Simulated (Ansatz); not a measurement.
# BN: which structure wins at one pressure

Aim: bring BN in several structures (rocksalt, CsCl, zincblende, wurtzite, NiAs) to one pressure and rank them by enthalpy. The pressure is set by scaling the first phase. Methods of the runs shown: PAW.

Program: Ansatz 0.2.0. Level of theory: DFT, PBE, PAW with Ansatz's default frozen-core files, scalar-relativistic. These are calculated values, not measurements.

### Step 1. Starting point

The structure is cubic, space group Fm-3m (No. 225). Conventional cell: a = 4.309 Å, b = 4.309 Å, c = 4.309 Å, α = 90.00°, β = 90.00°, γ = 90.00°. B (site symmetry m-3m) has 6 N at 2.15 Å as nearest neighbours. N (site symmetry m-3m) is surrounded by 6 B at 2.15 Å.

As a file:

```cif
data_structure
_symmetry_space_group_name_H-M 'P 1'
_symmetry_Int_Tables_number 1
_cell_length_a 3.0468
_cell_length_b 3.0468
_cell_length_c 3.0468
_cell_angle_alpha 60.000
_cell_angle_beta 60.000
_cell_angle_gamma 60.000
_cell_volume 20.00
loop_
_atom_site_label
_atom_site_type_symbol
_atom_site_fract_x
_atom_site_fract_y
_atom_site_fract_z
_atom_site_occupancy
B1 B 0.00000 0.00000 0.00000 1
N1 N 0.50000 0.50000 0.50000 1
```

Atoms are numbered in the order of the input: B1, N2.

### Step 2. Cell relaxed at zero pressure, PAW

File input.yaml:

```yaml
crystal:
  lattice:
    - [0.0, 2.15443469, 2.15443469]
    - [2.15443469, 0.0, 2.15443469]
    - [2.15443469, 2.15443469, 0.0]
  atoms:
    - { symbol: B, position: [0.0, 0.0, 0.0] }
    - { symbol: "N", position: [0.5, 0.5, 0.5] }
kpoints:
  mp_grid: { grid: [16, 16, 16] }
scf:
  occupations: { method: fermi_dirac, width: 0.05 }
hamiltonian:
  xc: pbe
  pseudopotentials: { kind: paw }
output:
  forces: true
  stress: true
  write_density: true
  write_potential: true
  elf: true
  volumetric_format: npy
relax:
  f_tol: 0.005
  max_steps: 40
  cell: {}
```

On the command line:

```
$ ansatz run input.yaml --threads 1 --pin off --max-ram 3584MiB --backend cpu --events-out ev --progress --plain --runs-dir out
```

The runs that follow: Volume scaled by 0.7, to set the pressure, PAW; Rocksalt relaxed under pressure, PAW; CsCl relaxed under pressure, PAW; Zincblende relaxed under pressure, PAW; Wurtzite relaxed under pressure, PAW; NiAs relaxed under pressure, PAW.

Q: Predict the outcome of this session. Wanted: pressure; lowest.

The runs gave:

| quantity | value |
| --- | --- |
| pressure | 270 GPa |
| lowest (PAW) | zincblende, 39.3 meV/atom under wurtzite |

**Reading.** By PAW the order is zincblende < wurtzite < rocksalt < NiAs < CsCl. Only these structures were tried, with electrons smeared by 0.05 eV and without vibrations, so the true ground state may be another. The k meshes differ between phases and weren't tested, which can move differences by some meV.
